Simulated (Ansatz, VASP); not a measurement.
## Fe2O3: VASP beside Ansatz

```
Fe O
1.0
     3.69291    0.00000    0.00000
     0.00000    3.69291    0.00000
     0.00000    0.00000    3.69291
Fe O
2 3
Direct
  0.50000 0.50000 0.50000
  0.00000 0.00000 0.00000
  0.50000 0.00000 0.00000
  0.00000 0.50000 0.00000
  0.00000 0.00000 0.50000
```

Change from the starting cell: species swapped into the Tl2F3 type (Pm-3m, No. 221).

Alike in both runs: functional PBE; k mesh 10 × 10 × 10; occupations gaussian, width 0.1 eV; collinear spin.

Ansatz relaxed the structure, and its values are those at the end. VASP's run is a single point on that final structure, the one shown.

|  | VASP | Ansatz |
| --- | --- | --- |
| version | VASP 6.6.1 | Ansatz 0.2.0 |
| potentials or method | VASP PAW PBE potentials, release 64 (Fe, O) | scalar-relativistic, plane waves, PAW |
| plane-wave cutoff (eV) | 520 | 420 |
| valence electrons in the cell | 34 | 50 |

|  | VASP | Ansatz | Ansatz less VASP |
| --- | --- | --- | --- |
| gap on the k mesh at the Fermi level (eV) | none | none | - |
| pressure (GPa) | 1.0 | 0.0 | -1.03 |
| net moment per atom (μB) | 1.43 | 1.43 | -0.002 |
| size of the moment on the site where the two differ most (μB) | 2.46 | 2.31 | -0.151 |

Site moments also hang on the region over which each program counts them. A gap of «none» marks a metal or a gap that the smearing closes. With one functional, cell and mesh, what is left measures potentials, basis and numerics. The two sets of potentials don't hold the same shells in valence. Ansatz warned: «given_moment_on_shells».

Caveats: semilocal functionals often make such compounds metallic where correlation or magnetic order opens a gap, which also shifts bond lengths.
